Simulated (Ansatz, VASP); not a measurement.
## MnS in VASP and in Ansatz

```
Mn S
1.0
     0.00000    2.31429    2.31429
     2.31429    0.00000    2.31429
     2.31429    2.31429    0.00000
Mn S
1 1
Direct
  0.00000 0.00000 0.00000
  0.50000 0.50000 0.50000
```

Alike in both runs: task single point; functional PBE; k mesh 12 × 12 × 12; occupations gaussian, width 0.05 eV; no spin polarisation.

|  | VASP | Ansatz |
| --- | --- | --- |
| version | VASP 6.6.1 | Ansatz 0.2.0 |
| potentials or method | VASP PAW PBE potentials, release 64 (Mn_pv, S) | scalar-relativistic, plane waves, PAW |
| plane-wave cutoff (eV) | 520 | 420 |
| valence electrons in the cell | 19 | 21 |

VASP gave:

- gap on the k mesh at the Fermi level (eV): none
- pressure (GPa): 7.1

**Question.** Which values does Ansatz return?

**Answer.** gap on the k mesh at the Fermi level (eV): none; pressure (GPa): 6.9.

A gap of «none» marks a metal or a gap that the smearing closes. The two sets of potentials don't hold the same shells in valence.

Caveats: the run has no spin polarisation, though such a crystal can be magnetic; semilocal functionals often make such compounds metallic where correlation or magnetic order opens a gap, which also shifts bond lengths. Spin polarisation is off, so any magnetic state and its effect on volume and gap are missing.
